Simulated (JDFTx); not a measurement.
# Te (P3_121) in JDFTx: convergence with k mesh

Aim: find how far k mesh must go before the results for Te settle, at LDA. This setting moves, with any that are tied to it; all else stays.

Program: JDFTx 1.7.0 (patched build). These are calculated values, not measurements. Logs are shortened: lines on timing, memory, paths and dates and some standing lists are left out, and cuts for length are marked. The log counts tension as positive stress, the text compression.

### 1 The structure

It takes space group P3_121 (No. 152, trigonal). Conventional cell: a = 4.454 Å, b = 4.454 Å, c = 5.924 Å, α = 90.00°, β = 90.00°, γ = 120.00°. Around Te (site symmetry 2) lie 2 Te at 2.86 Å.

### 2 With k mesh 1 × 1 × 1

Contents of Te.in:

```
lattice \
    8.4168401591    -4.2084200795     0.0000000000 \
    0.0000000000     7.2891973974     0.0000000000 \
    0.0000000000     0.0000000000    11.1947375623
coords-type Cartesian
ion Te     3.0763550781     5.3284032975     0.0000000000 1
ion Te    -1.1320650014     1.9607940999     7.4631583752 1
ion Te     2.2641300028     0.0000000000     3.7315791871 1

ion-species pseudo/Te.upf
elec-cutoff 40 320
elec-ex-corr lda-PW
kpoint-folding 1 1 1
elec-smearing Fermi 0.0018374661
elec-n-bands 32
electronic-SCF nIterations 100 energyDiffThreshold 1e-09
electronic-minimize nIterations 30 energyDiffThreshold 1e-7
converge-empty-states yes
forces-output-coords Cartesian

dump-name run.$VAR
dump End Ecomponents EigStats BandEigs Kpoints Forces Stress
```

Potentials or basis: PseudoDojo-SR-LDA-0.4.1-standard.

Started as:

```console
jdftx -c 1 -i Te.in -o Te.out
```

The log of the run:

```text
*************** JDFTx 1.7.0 (patched build) ***************

Input parsed successfully to the following command list (including defaults):
[... the input with its defaults ...]

---------- Setting up symmetries ----------

Found 24 point-group symmetries of the bravais lattice
Found 6 space-group symmetries with basis
Applied RMS atom displacement 2.74392e-10 bohrs to make symmetries exact.

---------- Initializing the Grid ----------
R =
[      8.41684     -4.20842            0  ]
[            0       7.2892            0  ]
[            0            0      11.1947  ]
unit cell volume = 686.82
G =
[   0.746502   0.430993         -0  ]
[          0   0.861986          0  ]
[          0         -0   0.561262  ]
Minimum fftbox size, Smin = [  68  68  92  ]
Chosen fftbox size, S = [  70  70  96  ]

---------- Initializing tighter grid for wavefunction operations ----------
R =
[      8.41684     -4.20842            0  ]
[            0       7.2892            0  ]
[            0            0      11.1947  ]
unit cell volume = 686.82
G =
[   0.746502   0.430993         -0  ]
[          0   0.861986          0  ]
[          0         -0   0.561262  ]
Minimum fftbox size, Smin = [  48  48  64  ]
Chosen fftbox size, S = [  48  48  64  ]

---------- Exchange Correlation functional ----------
Initalized Slater LDA exchange.
Initalized Perdew-Wang LDA correlation.

---------- Setting up pseudopotentials ----------
Width of ionic core gaussian charges (only for fluid interactions / plotting) set to 0

Reading pseudopotential file 'pseudo/Te.upf':
  'Te' pseudopotential, 'SLA  PW   NOGX NOGC' functional
  Generated using ONCVPSP code by D. R. Hamann
  16 valence electrons, 3 orbitals, 6 projectors, 1001 radial grid points, with lMax = 2
    4D    l: 2   occupation: 10.0   eigenvalue: -1.532468
    5S    l: 0   occupation:  2.0   eigenvalue: -0.564382
    5P    l: 1   occupation:  4.0   eigenvalue: -0.224579
  Core radius for overlap checks: 2.04 bohrs.

Initialized 1 species with 3 total atoms.

Folded 1 k-points by 1x1x1 to 1 k-points.

---------- Setting up k-points, bands, fillings ----------
No reducable k-points.
Computing the number of bands and number of electrons
Calculating initial fillings.
nElectrons:  48.000000   nBands: 32   nStates: 1

----- Setting up reduced wavefunction bases (one per k-point) -----
average nbasis = 8245.000 , ideal nbasis = 8299.018

---------- Setting up ewald sum ----------
Optimum gaussian width for ewald sums = 2.930921 bohr.
Real space sum over 1089 unit cells with max indices [  5  5  4  ]
Reciprocal space sum over 2535 terms with max indices [  6  6  7  ]

---------- Allocating electronic variables ----------
Initializing wave functions:  linear combination of atomic orbitals
Note: number of bands (32) exceeds available atomic orbitals (27)
Te pseudo-atom occupations:   s ( 2 )  p ( 4 )  d ( 10 )
	FillingsUpdate:  mu: +0.347277736  nElectrons: 48.000000
LCAOMinimize: Iter:   0  F: -280.0111715360329754  |grad|_K:  3.340e-03  alpha:  1.000e+00
	FillingsUpdate:  mu: +0.347277882  nElectrons: 48.000000
LCAOMinimize: Iter:   1  F: -280.0154658943567938  |grad|_K:  4.816e-04  alpha:  7.279e-01  linmin:  1.659e-02  cgtest: -1.374e-01
	FillingsUpdate:  mu: +0.346982857  nElectrons: 48.000000
[... 4 lines of inner loops ...]
LCAOMinimize: Iter:   4  F: -280.0155656043898489  |grad|_K:  4.348e-07  alpha:  8.589e-01  linmin: -1.820e-03  cgtest: -7.223e-03
	FillingsUpdate:  mu: +0.346970282  nElectrons: 48.000000
LCAOMinimize: Iter:   5  F: -280.0155656044547641  |grad|_K:  3.873e-08  alpha:  6.718e-01  linmin:  2.412e-02  cgtest: -8.346e-02
LCAOMinimize: Converged (|Delta F|<1.000000e-06 for 2 iters).

-------- Electronic minimization -----------
Will mix electronic density at each iteration.
	FillingsUpdate:  mu: +0.346970282  nElectrons: 48.000000
	FillingsUpdate:  mu: +0.339643698  nElectrons: 48.000000
SCF: Cycle:  0   F: -280.091697089084278   dF: -7.613e-02   |Residual|: 9.344e-02   |deigs|: 9.915e-02
	FillingsUpdate:  mu: +0.336327450  nElectrons: 48.000000
SCF: Cycle:  1   F: -280.101362694330362   dF: -9.666e-03   |Residual|: 4.321e-02   |deigs|: 8.843e-03
	FillingsUpdate:  mu: +0.333379222  nElectrons: 48.000000
SCF: Cycle:  2   F: -280.103043882253473   dF: -1.681e-03   |Residual|: 1.132e-02   |deigs|: 6.740e-03
	FillingsUpdate:  mu: +0.332735612  nElectrons: 48.000000
SCF: Cycle:  3   F: -280.103092862579558   dF: -4.898e-05   |Residual|: 2.573e-03   |deigs|: 8.006e-04
	FillingsUpdate:  mu: +0.332614320  nElectrons: 48.000000
SCF: Cycle:  4   F: -280.103097546837716   dF: -4.684e-06   |Residual|: 1.034e-03   |deigs|: 1.391e-04
	FillingsUpdate:  mu: +0.332628852  nElectrons: 48.000000
SCF: Cycle:  5   F: -280.103098552923029   dF: -1.006e-06   |Residual|: 2.236e-04   |deigs|: 1.332e-04
	FillingsUpdate:  mu: +0.332618533  nElectrons: 48.000000
SCF: Cycle:  6   F: -280.103098755322605   dF: -2.024e-07   |Residual|: 9.557e-05   |deigs|: 2.782e-05
	FillingsUpdate:  mu: +0.332613569  nElectrons: 48.000000
SCF: Cycle:  7   F: -280.103098822289041   dF: -6.697e-08   |Residual|: 4.523e-05   |deigs|: 1.874e-05
	FillingsUpdate:  mu: +0.332612379  nElectrons: 48.000000
SCF: Cycle:  8   F: -280.103098851102857   dF: -2.881e-08   |Residual|: 2.152e-05   |deigs|: 1.528e-05
	FillingsUpdate:  mu: +0.332612510  nElectrons: 48.000000
SCF: Cycle:  9   F: -280.103098862116155   dF: -1.101e-08   |Residual|: 1.169e-05   |deigs|: 1.245e-05
	FillingsUpdate:  mu: +0.332612236  nElectrons: 48.000000
SCF: Cycle: 10   F: -280.103098866446601   dF: -4.330e-09   |Residual|: 7.971e-06   |deigs|: 1.134e-05
	FillingsUpdate:  mu: +0.332612369  nElectrons: 48.000000
SCF: Cycle: 11   F: -280.103098868254222   dF: -1.808e-09   |Residual|: 5.075e-06   |deigs|: 1.118e-05
	FillingsUpdate:  mu: +0.332612394  nElectrons: 48.000000
SCF: Cycle: 12   F: -280.103098868967777   dF: -7.136e-10   |Residual|: 2.152e-06   |deigs|: 1.083e-05
	FillingsUpdate:  mu: +0.332612423  nElectrons: 48.000000
SCF: Cycle: 13   F: -280.103098869248129   dF: -2.804e-10   |Residual|: 1.571e-06   |deigs|: 1.129e-05
SCF: Converged (|Delta E|<1.000000e-09 for 2 iters).

Setting wave functions to eigenvectors of Hamiltonian
Converging empty states (this may take a while): |deigs|: 1.144e-04

# Stress tensor in Cartesian coordinates [Eh/a0^3]:
[  -0.00125683            0            0  ]
[            0  -0.00125683            0  ]
[            0            0  0.000723133  ]

# Ionic positions in cartesian coordinates:
ion Te   3.076355078145581   5.328403297484358   0.000000000000000 1
ion Te  -1.132065001427518   1.960794099915643   7.463158374866667 1
ion Te   2.264130002781936   0.000000000000000   3.731579187433335 1

# Forces in Cartesian coordinates:
force Te  -0.012305975105122  -0.021314574118587   0.000000000000000 1
force Te  -0.012305975105121   0.021314574118755  -0.000000000000000 1
force Te   0.024611950210243  -0.000000000000169   0.000000000000000 1

# Energy components:
   Eewald =     -176.4075553421046436
       EH =       81.3626738345596010
     Eloc =     -230.0151996112097379
      Enl =      -86.4058863166054891
      Exc =      -72.8427806199594983
 Exc_core =       33.5046757595995430
       KE =      170.7009734351886436
-------------------------------------
     Etot =     -280.1030988605316452
       TS =        0.0000000087164673
-------------------------------------
        F =     -280.1030988692481287

IonicMinimize: Iter:   0  F: -280.103098869248129  |grad|_K:  1.421e-02
IonicMinimize: None of the convergence criteria satisfied after 0 iterations.

#--- Lowdin population analysis ---
# oxidation-state Te +0.058 +0.058 +0.058

Dumping 'run.eigStats' ...
	eMin: -1.028577 at state 0 ( [ +0.000000 +0.000000 +0.000000 ] spin 0 )
	HOMO: +0.302242 at state 0 ( [ +0.000000 +0.000000 +0.000000 ] spin 0 )
	mu  : +0.332612
	LUMO: +0.364256 at state 0 ( [ +0.000000 +0.000000 +0.000000 ] spin 0 )
	eMax: +0.560680 at state 0 ( [ +0.000000 +0.000000 +0.000000 ] spin 0 )
	HOMO-LUMO gap: +0.062014
	Optical gap  : +0.062014 at state 0 ( [ +0.000000 +0.000000 +0.000000 ] spin 0 )
Done!
[note: mu as printed may lie anywhere between the filled and the empty levels]
```

It took 6.3 s on 1 thread of AMD EPYC 9R45 (Zen 5), shared host; peak memory 0.18 GiB.

What came out:

| Item | Value |
| --- | --- |
| Free energy | -7621.9936 eV |
| Pressure | 17.6 GPa |
| Largest force | 1.266 eV/Å |
| Band gap on the k mesh | 1.69 eV, direct |

### 3 With k mesh 2 × 2 × 2

Te.in: that of step 2 with these lines changed.

```diff
@@ -12,3 +12,3 @@
 elec-ex-corr lda-PW
-kpoint-folding 1 1 1
+kpoint-folding 2 2 2
 elec-smearing Fermi 0.0018374661
```

Potentials or basis: PseudoDojo-SR-LDA-0.4.1-standard.

Started as:

```console
jdftx -c 1 -i Te.in -o Te.out
```

Run time: 17 s. Hardware: 1 thread of AMD EPYC 9R45 (Zen 5), shared host; peak memory 0.19 GiB.

What came out:

* Free energy: -7629.0539 eV
* Pressure: -0.3 GPa
* Largest force: 0.752 eV/Å
* Band gap on the k mesh: 0.60 eV, indirect (least direct gap 0.89 eV)

### 4 With k mesh 3 × 3 × 2

Te.in: that of step 3 with these lines changed.

```diff
@@ -12,3 +12,3 @@
 elec-ex-corr lda-PW
-kpoint-folding 2 2 2
+kpoint-folding 3 3 2
 elec-smearing Fermi 0.0018374661
```

Started as:

```console
jdftx -c 1 -i Te.in -o Te.out
```

Wall time 22 s (1 thread of AMD EPYC 9R45 (Zen 5), shared host); peak memory 0.21 GiB.

Results:

```
Free energy   : -7629.5780 eV
Pressure      : -1.4 GPa
Largest force : 0.191 eV/Å
```

### 5 With k mesh 4 × 4 × 2

Te.in: that of step 4 with these lines changed.

```diff
@@ -12,3 +12,3 @@
 elec-ex-corr lda-PW
-kpoint-folding 3 3 2
+kpoint-folding 4 4 2
 elec-smearing Fermi 0.0018374661
```

Started as:

```console
jdftx -c 1 -i Te.in -o Te.out
```

Wall time 32 s (1 thread of AMD EPYC 9R45 (Zen 5), shared host); peak memory 0.21 GiB.

What came out:

| Property | Result |
| --- | --- |
| Free energy | -7629.7303 eV |
| Pressure | -1.7 GPa |
| Largest force | 0.045 eV/Å |
| Band gap on the k mesh | 0.62 eV, indirect (least direct gap 0.91 eV) |

### 6 With k mesh 5 × 5 × 3

Te.in: that of step 5 with these lines changed.

```diff
@@ -12,3 +12,3 @@
 elec-ex-corr lda-PW
-kpoint-folding 4 4 2
+kpoint-folding 5 5 3
 elec-smearing Fermi 0.0018374661
```

Potentials or basis: PseudoDojo-SR-LDA-0.4.1-standard.

Started as:

```console
jdftx -c 1 -i Te.in -o Te.out
```

Wall time 44 s (1 thread of AMD EPYC 9R45 (Zen 5), shared host); peak memory 0.22 GiB.

It converged, with:

| Quantity | Value |
| --- | --- |
| Free energy | -7629.7609 eV |
| Pressure | -1.8 GPa |
| Largest force | 0.113 eV/Å |
| Band gap on the k mesh | 0.86 eV, indirect (least direct gap 1.18 eV) |

### 7 With k mesh 6 × 6 × 4

Te.in: that of step 6 with these lines changed.

```diff
@@ -12,3 +12,3 @@
 elec-ex-corr lda-PW
-kpoint-folding 5 5 3
+kpoint-folding 6 6 4
 elec-smearing Fermi 0.0018374661
```

Started as:

```console
jdftx -c 1 -i Te.in -o Te.out
```

It took 83 s on 1 thread of AMD EPYC 9R45 (Zen 5), shared host; peak memory 0.37 GiB.

The run converged. Its results:

```
Free energy            : -7629.7608 eV
Pressure               : -1.8 GPa
Largest force          : 0.091 eV/Å
Band gap on the k mesh : 0.12 eV, direct
```

### 8 With k mesh 7 × 7 × 5

Te.in: that of step 7 with these lines changed.

```diff
@@ -12,3 +12,3 @@
 elec-ex-corr lda-PW
-kpoint-folding 6 6 4
+kpoint-folding 7 7 5
 elec-smearing Fermi 0.0018374661
```

Started as:

```console
jdftx -c 1 -i Te.in -o Te.out
```

Wall time 1.8 min (1 thread of AMD EPYC 9R45 (Zen 5), shared host); peak memory 0.45 GiB.

It converged, with:

```yaml
Free_energy: -7629.7651 eV
Pressure: -1.8 GPa
Largest_force: 0.100 eV/Å
Band_gap_on_the_k_mesh: 0.57 eV, indirect (least direct gap 0.75 eV)
```

### 9 With k mesh 8 × 8 × 6

Te.in: that of step 8 with these lines changed.

```diff
@@ -12,3 +12,3 @@
 elec-ex-corr lda-PW
-kpoint-folding 7 7 5
+kpoint-folding 8 8 6
 elec-smearing Fermi 0.0018374661
```

Potentials or basis: PseudoDojo-SR-LDA-0.4.1-standard.

Started as:

```console
jdftx -c 1 -i Te.in -o Te.out
```

Wall time 2.6 min (1 thread of AMD EPYC 9R45 (Zen 5), shared host); peak memory 0.66 GiB.

The run converged. Its results:

```
Free energy            : -7629.7662 eV
Pressure               : -1.9 GPa
Largest force          : 0.103 eV/Å
Band gap on the k mesh : 0.44 eV, indirect (least direct gap 0.53 eV)
```

### 10 Result

| k mesh | energy less the tightest run, at zero smearing (meV/atom) | pressure (GPa) | largest force (eV/Å) | gap on the mesh (eV) | SCF cycles | CPU time (s) | peak memory (GiB) |
| --- | --- | --- | --- | --- | --- | --- | --- |
| 1 × 1 × 1 | 2590.82 | 17.56 | 1.266 | 1.687 | 14 | 6.3 | 0.18 |
| 2 × 2 × 2 | 237.58 | -0.31 | 0.752 | 0.599 | 12 | 17 | 0.19 |
| 3 × 3 × 2 | 65.50 | -1.39 | 0.191 | - | 13 | 22 | 0.21 |
| 4 × 4 × 2 | 11.99 | -1.74 | 0.045 | 0.620 | 14 | 32 | 0.21 |
| 5 × 5 × 3 | 1.74 | -1.82 | 0.113 | 0.859 | 14 | 44 | 0.22 |
| 6 × 6 × 4 | 2.12 | -1.83 | 0.091 | 0.122 | 14 | 83 | 0.37 |
| 7 × 7 × 5 | 0.36 | -1.85 | 0.100 | 0.572 | 14 | 110 | 0.45 |
| 8 × 8 × 6 | 0.00 | -1.85 | 0.103 | 0.443 | 13 | 160 | 0.66 |

Against the tightest run, the energy stays within 1 meV/atom from 7 × 7 × 5 on; the pressure stays within 0.1 GPa from 5 × 5 × 3 on; the largest force stays within 0.005 eV/Å from 7 × 7 × 5 on. Not settled before the last step: the gap on the mesh (to 0.01 eV). Meshes of other sizes hit other points, so gaps and Fermi surfaces needn't settle smoothly. The tightest run that finished is the yardstick and may itself not be fully converged.

Caveats: spin-orbit coupling is left out, which moves the levels of the heavy elements.
